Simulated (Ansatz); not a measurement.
# TiO (P6_3/mmc) in Ansatz: band structure with HSE06

Aim: the band structure of TiO with HSE06.

Program: Ansatz 0.2.0. These are calculated values, not measurements. Logs are shortened: lines on timing, memory, paths and dates and some standing lists are left out, and cuts for length are marked.

## (1) The structure

It takes space group P6_3/mmc (No. 194, hexagonal). The conventional cell has a = 2.852 Å, b = 2.852 Å, c = 5.568 Å, α = 90.00°, β = 90.00°, γ = 120.00°. Around Ti (site symmetry -6m2) lie 6 O at 2.16 Å. O (site symmetry -3m) is surrounded by 6 Ti at 2.16 Å.

The cell comes from a database or a generator and needn't be the stable form of this composition.

## (2) Band structure, HSE06

File input:

```
crystal:
  lattice:
    - [2.8516080131, 0.0, 0.0]
    - [-1.4258040066, 2.469564981, 0.0]
    - [0.0, 0.0, 5.567503]
  atoms:
    - { symbol: Ti, position: [0.6666666667, 0.3333333333, 0.75] }
    - { symbol: Ti, position: [0.3333333333, 0.6666666667, 0.25] }
    - { symbol: O, position: [0.0, 0.0, 0.5] }
    - { symbol: O, position: [0.0, 0.0, 0.0] }
hamiltonian:
  xc: hse06
  pseudopotentials: { kind: paw }
kpoints:
  mp_grid: { grid: [8, 8, 4] }
  band_path:
    path:
      - [[0.0, 0.0, 0.0], [0.5, 0.0, 0.0], [0.3333333333, 0.3333333333, 0.0], [0.0, 0.0, 0.0], [0.0, 0.0, 0.5], [0.5, 0.0, 0.5], [0.3333333333, 0.3333333333, 0.5], [0.0, 0.0, 0.5]]
      - [[0.5, 0.0, 0.5], [0.5, 0.0, 0.0]]
      - [[0.3333333333, 0.3333333333, 0.0], [0.3333333333, 0.3333333333, 0.5]]
    npoints: 4
scf:
  occupations: { method: fermi_dirac, width: 0.05 }
  n_extra_bands: 10
output:
  forces: true
  stress: true
  eigenvalues: true
  fatbands: false
```

Potentials or basis: Ansatz PAW.

Log:

```text
Warning: output.stress: scf.convergence.dr2_threshold = 1e-7 eV (the SCF's general default) is looser than the 4e-10 eV advised for a printed stress (1e-10 eV for each atom of the cell: 4). What an SCF threshold leaves in a stress goes as its square root, and in the free energy as the threshold itself, and one threshold admits the most on a small cell: of the crystals measured, under no hybrid functional and no lock of the moments, on runs that ended without the residual-converged pass, on stresses that held no estimate of that error, the worst erred by over 100 MPa in a component at 1e-7 eV an atom and by under 5 at 1e-10. Set scf.convergence.dr2_threshold to 4e-10 eV or tighter. The threshold is an SCF's pass mark: one that does not reach it within its budget of iterations ends unconverged, or closes short of it on a stop that the run arms, and scf.convergence.dr2_threshold's page says what that costs each kind of run
Warning: output.stress: scf.exx.energy_threshold = 1e-6 eV is looser than the 4e-8 eV advised for a stress under a hybrid functional (1e-8 eV for each atom of the cell: 4). Every SCF of the exchange loop can meet its threshold on dr2 while the loop round them stops early: no threshold on dr2 bounds what that leaves in the stress. Set scf.exx.energy_threshold to 4e-8 eV or tighter. The threshold is the loop's pass mark: a loop that does not reach it within its budget of cycles ends unconverged, and scf.exx.energy_threshold's page has the law
scf.n_extra_bands = 10 over 18 filled bands (N_el = 36.0): the run solves 28 bands
GPUs: using 1 of 1 available (devices: 1).
Engine: ansatz 0.2.0, x86_64-unknown-linux-gnu
Pseudopotentials: kind: paw
Pseudopotential: Ti, paw, valence charge 12, recommended cutoff 420 eV (normal), Ti.paw.azcp
Pseudopotential: O, paw, valence charge 6, recommended cutoff 420 eV (normal), O.paw.azcp
Functional definition: HSE06
  parameter a = 0.25
  parameter omega = 0.11/bohr
  exchange = pbe_x - a*pbe_x_sr(omega) + a*exact_x_sr(omega)
  correlation = pbe_c
device memory: the entry about to start is reckoned to put 0.7 GiB on a device that reports 28.5 GiB free (of which the cap on the GPU budget leaves the run 18.0 GiB)
GPU FFT provider: cuFFT
GPU libraries: cuBLAS 13.8.2, cuFFT 12.4.0, cuSOLVER 12.3.4
Crystal: 4 atoms, lattice volume = 39.208 Å³
Basis set: ecut = 420 eV, 799 PW (Γ), exchange–correlation on 40×40×80 points (8 copies of the dense FFT grid, shifted against one another)
Bands: 28, of which v1, the nominal top of the filled ones, is band 18 counted from 1 (17 counted from 0)
Symmetry: 24 space group operations
Space group: P63/mmc (ITA 194), of the structure as read, at distance tolerance 3.4e-5 Å
k-points: 30 of 256
Non-local potential: Ti, projectors of the file, l = 0: 3, l = 1: 2, l = 2: 3, l = 3: 1
Non-local potential: O, projectors of the file, l = 0: 2, l = 1: 2, l = 2: 1
PAW form: soft (Blöchl's): semilocal exchange-correlation on the pseudo side does not see the compensation charge
PAW frozen core: Ti, regenerated for the run's functional, and the local potential with it (the file was generated under x = pbe(κ = 0.804, μ = 0.2195149727645171), c = pbe(β = 0.06672455060314922))
PAW frozen core: O, regenerated for the run's functional, and the local potential with it (the file was generated under x = pbe(κ = 0.804, μ = 0.2195149727645171), c = pbe(β = 0.06672455060314922))
PAW one-centre angular grid: Ti, 590 points (default); XC on 64 Gauss nodes
PAW one-centre angular grid: O, 110 points (default); XC on 96 Gauss nodes
Initial density: superposition of atomic densities (neutral atoms: chi_scale 0, normalization atom), corrected by the library's trained network
Initial wavefunctions: pseudopotential atomic-orbital guess
GPU buffer pool allocated for 16000 grid points (all kernels)
GPU transforms: local potential and band sums: pruned to the plane-wave sphere, on 20×20×40
Functional: x = pbe(κ = 0.804, μ = 0.2195149727645171), c = pbe(β = 0.06672455060314922), warm-up for x = pbe(κ = 0.804, μ = 0.2195149727645171) + 0.25 (exact − pbe) at short range (hse, ω = 0.20786987370883472 Å⁻¹), c = pbe(β = 0.06672455060314922); HSE06 as pw.x's `hse` composes it (authors' and Libxc's form: `xc: wpbeh`)
SCF iter   1: F=—  HF=-6138.948860 eV  |F-HF|=—  |Δ(HF+E_count)|=         —  Δρ=1.28e-2  dr2=2.15e-2  ethr=1.77e-3  ⟨swp⟩=5.4  Hψ=3204  notcnv=0
preconditioner: auto → Kerker (q_TF=auto, 2.690 Å⁻¹)  [metal: Δε(μ)=0.054 eV  Ē_g=11.538 eV  σ=0.050 eV  W_gap=0.26  n_scr=10 (ndim 8)  ℏωp=26.5 eV  f_vac=0.000  D(μ)=0.71/eV (n_scr^D=2)]
SCF iter   2: F=—  HF=-6138.949629 eV  |F-HF|=—  |Δ(HF+E_count)|=   7.69e-4  Δρ=7.17e-3  dr2=8.16e-3  ethr=5.97e-5  ⟨swp⟩=2.0  Hψ=1619  notcnv=0
iter 3 solved again at ethr=9.09e-7 eV; its pass at ethr=2.27e-5 eV (dr2=3.27e-4 eV) is discarded
SCF iter   3: F=—  HF=-6138.950121 eV  |F-HF|=—  |Δ(HF+E_count)|=   4.92e-4  Δρ=9.62e-4  dr2=3.30e-4  ethr=9.09e-7  ⟨swp⟩=2.7  Hψ=2919  notcnv=0
SCF iter   4: F=—  HF=-6138.950104 eV  |F-HF|=—  |Δ(HF+E_count)|=   1.71e-5  Δρ=2.05e-4  dr2=1.63e-5  ethr=9.09e-7  ⟨swp⟩=2.1  Hψ=1388  notcnv=0
SCF iter   5: F=—  HF=-6138.950103 eV  |F-HF|=—  |Δ(HF+E_count)|=   6.02e-7  Δρ=5.44e-5  dr2=6.47e-7  ethr=4.54e-8  ⟨swp⟩=3.2  Hψ=1602  notcnv=0
SCF iter   6: F=—  HF=-6138.950104 eV  |F-HF|=—  |Δ(HF+E_count)|=   1.20e-7  Δρ=1.82e-5  dr2=7.11e-8  ethr=1.80e-9  ⟨swp⟩=4.0  Hψ=2066  notcnv=0
SCF iter   7: F=—  HF=-6138.950104 eV  |F-HF|=—  |Δ(HF+E_count)|=   7.77e-9  Δρ=3.98e-6  dr2=5.13e-9  ethr=1.98e-10  ⟨swp⟩=3.0  Hψ=1474  notcnv=0
SCF iter   8: F=-6138.950104 eV  HF=-6138.950104 eV  |F-HF|=8.73e-11  |Δ(HF+E_count)|=  8.22e-10  Δρ=9.77e-7  dr2=4.07e-10  ethr=1.42e-11  ⟨swp⟩=3.3  Hψ=1644  notcnv=0
SCF 1 converged in 8 iterations: F = -6138.950104 eV  dr2 = 4.07e-10
[... 33 lines left out ...]
SCF iter   4: F=—  HF=-6137.532304 eV  |F-HF|=—  |Δ(HF+E_count)|=   7.74e-7  Δρ=4.05e-5  dr2=3.36e-7  ethr=1.51e-9  ⟨swp⟩=3.0  Hψ=1638  notcnv=0
SCF iter   5: F=-6137.532304 eV  HF=-6137.532304 eV  |F-HF|=1.84e-9  |Δ(HF+E_count)|=   9.89e-8  Δρ=4.80e-6  dr2=8.10e-9  ethr=7.82e-10  ⟨swp⟩=3.0  Hψ=1759  notcnv=0
SCF 3 converged in 5 iterations: F = -6137.532304 eV  dr2 = 8.10e-9
  Residual-converged pass: ⟨swp⟩=3.2  Hψ=1715  notcnv=0  max |occ|·‖R‖ = 2.3e-6 eV (tolerance 2.4e-6 eV)  dr2=8.28e-9  dr2_onsite=5.38e-10  max |Δocc| = 7.6e-11
hybrid outer 2: dexx = +1.742e-5 eV, tail = 9.82e-8 eV, Δε = 8.85e-3 eV (about 2.98e-4 eV left of the loop's levels)
GPU FFT provider: cuFFT
GPU libraries: cuBLAS 13.8.2, cuFFT 12.4.0, cuSOLVER 12.3.4
GPU buffer pool allocated for 16000 grid points (all kernels)
GPU transforms: local potential and band sums: pruned to the plane-wave sphere, on 20×20×40
Exchange kernel: α = 0.2500, screened, ω = 0.2079 Å⁻¹, Wigner–Seitz truncation, v(0) = 1046.4728 eV·Å³, q-mesh 8×8×4, nearest image of the exchange supercell L = 22.27 Å, pair-density grid 18×18×30, without the augmentation charges, whose exchange is taken in its separable form by FFT convolution over the k-point mesh (sized by the pseudopotential files, 18×18×40 at the most), smooth part of the exact exchange by density-matrix convolution in up to 3.40 GiB of GPU memory as planned if the GPU has room (build and FFT work areas not counted)
Frozen-core exchange: fock
SCF iter   1: F=—  HF=-6137.532304 eV  |F-HF|=—  |Δ(HF+E_count)|=         —  Δρ=6.39e-6  dr2=8.54e-9  ethr=1.36e-9  ⟨swp⟩=4.3  Hψ=2087  notcnv=0
preconditioner: auto → none  [insulator: Δε(μ)=0.319 eV  Ē_g=13.738 eV  σ=0.050 eV  W_gap=0.92  n_scr=10 (ndim 8)  ℏωp=26.5 eV  f_vac=0.000  D(μ)=0.02/eV (n_scr^D=0)]
SCF iter   2: F=-6137.532304 eV  HF=-6137.532304 eV  |F-HF|=7.32e-10  |Δ(HF+E_count)|=   1.16e-9  Δρ=3.23e-6  dr2=1.45e-9  ethr=2.14e-11  ⟨swp⟩=3.5  Hψ=1788  notcnv=0
SCF 4 converged in 2 iterations: F = -6137.532304 eV  dr2 = 1.45e-9
  Residual-converged pass: ⟨swp⟩=2.3  Hψ=1385  notcnv=0  max |occ|·‖R‖ = 2.4e-6 eV (tolerance 2.4e-6 eV)  dr2=1.46e-9  dr2_onsite=6.23e-10  max |Δocc| = 4.2e-14
hybrid outer 3: dexx = +4.771e-9 eV, tail = 4.20e-9 eV, Δε = 1.92e-4 eV (about 6.39e-5 eV left of the loop's levels), ΔF = 2.78e-17 eV/Å (tail 4.65e-4)
device memory: the entry about to start is reckoned to put 0.5 GiB on a device that reports 39.9 GiB free (of which the cap on the GPU budget leaves the run 18.0 GiB)
NSCF: frozen V_eff on 39 k-points, pencils in batches of 32, up to order 124
hybrid SCF converged: 3 outer / 14 inner (+8 warm-up), last move |dexx| = 4.77e-9 eV, tail = 4.20e-9 eV
Stability not checked: this state was not tested for a lower state beside it, because the functional holds exact exchange (a hybrid, or Hartree-Fock), whose exchange loop this test does not read (fock_operator; see scf.lower_state_search)
Free energy (F): -6137.532304 eV
Frozen-core exchange: fock
Harris-Foulkes:  -6137.532304 eV  (|F-HF|=7.32e-10)
Internal energy: -6137.531975 eV  (E = F + TS)
E sigma→0 (E₀):  -6137.532140 eV
Entropy (-TS):   -0.000329 eV (-0.082 meV/atom)
Fermi energy:    16.924936 eV
--- Per-component energies (eV) ---
  E_band       = -287.361129
  E_kinetic    = 903.723683
  E_local      = -1799.776880  (includes V_loc(G=0)·N_el)
  E_nonlocal   = 105.163095
  E_hartree    = 714.114974
  E_xc         = -278.330376
  E_vxc        = -348.459145  (∫ρ·V_xc dr)
  E_exx        = -118.657061  (= α·E_x^exact, valence–valence)
  E_paw        = -2357.960838  (= ΣΔE_a)
  E_vpaw       = -338.933068  (= ΣTr[D̂ρ^β])
  E_aug_tail   = 0.005025  (compensation charges beyond the density's cutoff)
  E_ewald      = -3305.416402
  E_core_change = -0.397196  (= ΣΔE_core)
  E_smearing   = -0.000329  (= −TS)
  E_closure    = 0.000001  (closes the sum)
  Σ components = -6137.532304   (vs F -6137.532304, Δ=0.00e0)
--- Forces (eV/Å), atoms counted from 1 ---
  atom   1  Ti     0.00000000     0.00000000     0.00000000
  atom   2  Ti    -0.00000000    -0.00000000     0.00000000
  atom   3  O     -0.00000000    -0.00000000     0.00000000
  atom   4  O     -0.00000000     0.00000000     0.00000000
  max |Σ_I F_I| component: 9.25e-18 eV/Å
--- Stress (GPa, compression-positive) ---
       -9.716990      -0.000000       0.000000
       -0.000000      -9.716990       0.000000
        0.000000       0.000000      -7.306688
  P = ⅓ Tr σ = -8.9136 GPa (-89.136 kbar)
--- Band table (eV; the first three rows and the last of 30) ---
  k-point 0: bands = ["-45.7510", "-45.7061", "-20.8625", "-20.3480", "-19.9960", "-19.9960", "-19.9863", "-19.9863", "-7.6359", "-6.2538", "6.0281", "10.0105", "10.0105", "10.5136", "10.5619", "10.5619", "14.2769", "16.7636", "17.0828", "17.0828", "18.7619", "18.7769", "18.7769", "19.3538", "19.3538", "21.0824", "21.0824", "24.1425"]
  k-point 1: bands = ["-45.7444", "-45.7127", "-20.7905", "-20.4269", "-19.9946", "-19.9946", "-19.9877", "-19.9877", "-7.4463", "-6.4723", "6.5235", "9.5142", "10.0721", "10.0721", "10.4585", "10.4585", "15.0048", "16.5837", "17.3895", "17.3895", "18.7212", "18.7212", "19.2458", "19.3802", "19.3802", "20.7311", "20.7311", "22.4036"]
  k-point 2: bands = ["-45.7286", "-45.7286", "-20.6121", "-20.6121", "-19.9911", "-19.9911", "-19.9911", "-19.9911", "-6.9734", "-6.9734", "7.8361", "7.8361", "10.2448", "10.2448", "10.2448", "10.2448", "15.9952", "15.9952", "18.1029", "18.1029", "18.1029", "18.1029", "19.9721", "19.9721", "19.9721", "19.9721", "20.5468", "20.5468"]
  k-point 29: bands = ["-45.5967", "-45.5967", "-20.6539", "-20.6539", "-20.4463", "-20.4463", "-20.3209", "-20.3209", "-6.2610", "-6.2610", "7.2834", "7.2834", "8.5107", "8.5107", "8.8675", "8.8675", "16.0732", "16.0732", "18.8917", "18.8917", "19.7276", "19.7276", "20.1748", "20.1748", "20.9825", "20.9825", "26.7554", "26.7554"]
```

It took 91 s on 1 × NVIDIA H100 80GB HBM3 with 2 threads of AMD EPYC 7R13 (Zen 3), shared host; peak memory 2.6 GiB.

What came out:

```yaml
Free_energy: -6137.5323 eV
Pressure: -8.9 GPa
Band_gap_on_the_k_mesh: 0.32 eV, direct
Band_gap_along_the_path: 0.32 eV, direct
```

Levels at the corners of the path, in eV from the valence-band top:
```tsv
point	band 14	band 15	band 16	band 17	band 18	band 19	band 20	band 21	band 22	band 23
Γ	-6.25	-6.20	-6.20	-2.49	0.00	0.32	0.32	2.00	2.01	2.01
M	-7.64	-6.79	-6.46	-3.15	-0.17	1.82	2.71	2.73	3.06	3.53
K	-8.74	-8.74	-7.26	-0.57	-0.57	2.01	2.20	2.20	3.11	3.56
Γ	-6.25	-6.20	-6.20	-2.49	0.00	0.32	0.32	2.00	2.01	2.01
A	-6.52	-6.52	-6.52	-0.77	-0.77	1.34	1.34	1.34	1.34	3.21
L	-8.37	-7.09	-7.09	-1.64	-1.64	2.92	2.92	3.13	3.13	3.21
H	-8.24	-8.02	-8.02	-0.49	-0.49	2.03	2.03	2.93	2.93	3.31
A	-6.52	-6.52	-6.52	-0.77	-0.77	1.34	1.34	1.34	1.34	3.21
L	-8.37	-7.09	-7.09	-1.64	-1.64	2.92	2.92	3.13	3.13	3.21
M	-7.64	-6.79	-6.46	-3.15	-0.17	1.82	2.71	2.73	3.06	3.53
K	-8.74	-8.74	-7.26	-0.57	-0.57	2.01	2.20	2.20	3.11	3.56
H	-8.24	-8.02	-8.02	-0.49	-0.49	2.03	2.03	2.93	2.93	3.31
```

Caveat: the pressure holds a Pulay correction of +0.5 GPa for the finite cutoff; the PAW data sets come from PBE, with cores solved anew for the run's functional, which leaves a small shift of forces and pressure; the thresholds are loose for stress.
